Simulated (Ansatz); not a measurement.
NaF in the CsCl structure, relaxed with r2SCAN, was run in the PAW code Ansatz under altered settings. All numbers are computed, without spin polarisation but where a row says otherwise.

```yaml
crystal:
  lattice:
    - [2.79349, 0.00000, 0.00000]
    - [0.00000, 2.79349, 0.00000]
    - [0.00000, 0.00000, 2.79349]
  atoms:
    - { symbol: Na, position: [0.00000, 0.00000, 0.00000] }
    - { symbol: F, position: [0.50000, 0.50000, 0.50000] }
```

The base run's other keys:
```yaml
kpoints:
  mp_grid: { grid: [4, 4, 4] }
hamiltonian:
  xc: hse06
scf:
  occupations: { method: fixed }
  n_extra_bands: 4
```

It takes 13 iterations with 437 plane waves at 420 eV and 10 k points, and leaves a mean stress of +1.82 GPa. The gap over this mesh is 8.332 eV.

Outcomes, with energy and stress as changes against the base:
```csv
setting,outcome,ΔF (meV/atom),Δ mean stress (GPa),gap on the mesh (eV),iterations
hamiltonian.xc: wpbeh,converged,–,-0.3,8.290,13
"PBE hybrid, exx coeff 1.5, omega 0.2078 1/Å",refused,–,–,–,–
hamiltonian.xc: lc_wpbe,converged,–,+0.4,14.185,15
"PBE hybrid, exx coeff 0.35, omega 0.5 1/Å",converged,–,-0.8,8.135,13
basis.ecutwfc: 900,converged,-4.5,0.0,8.328,13
scf.max_iter: 3,not converged,–,–,–,8
```
A dash marks a value that wasn't obtained or can't be compared. Stress is positive in compression.

- hamiltonian.xc: wpbeh. The mean stress moves by -0.3 GPa and the gap on the mesh by -0.042 eV (to 8.290). It's another functional on the same cell, so totals aren't comparable.
- PBE hybrid, exx coeff 1.5, omega 0.2078 1/Å. The input is refused before any iteration. Error: invalid value for `hamiltonian.xc.exx.coeff`: must be finite and in (0, 1]; got 1.5
- hamiltonian.xc: lc_wpbe. The mean stress moves by +0.4 GPa and the gap on the mesh by +5.854 eV (to 14.185). It's another functional on the same cell, so totals aren't comparable.
- PBE hybrid, exx coeff 0.35, omega 0.5 1/Å. That is 35 % exact exchange, screened with ω = 0.5 1/Å, against HSE06's 25 % screened at 0.208 1/Å. The mean stress moves by -0.8 GPa and the gap on the mesh by -0.197 eV (to 8.135). Totals of different functionals aren't comparable.
- basis.ecutwfc: 900. 1357 plane waves in place of 437. The free energy moves by -4.5 meV an atom, the mean stress by 0.0 GPa and the gap on the mesh by -0.003 eV (to 8.328). The base cutoff was converged to that degree.
- scf.max_iter: 3. No converged result was reached. It stopped after 8 iterations; the base needs 13. Nothing that it printed is a property of the solid. Error: did not converge after 3 iterations: dr2 = 7.29e-6 (threshold 1.00e-7), under the density mixer `msr1`, which `scf.mixing.algorithm: auto` chose by the deck's other keys (type `scf.mixing.algorithm: msr1` to keep it); this is the SCF of exchange-loop cycle 2 […]

The program warns that its thresholds are loose for a hybrid's stress.

The meshes of the hybrids are coarse, so their gaps aren't converged to the digits shown.
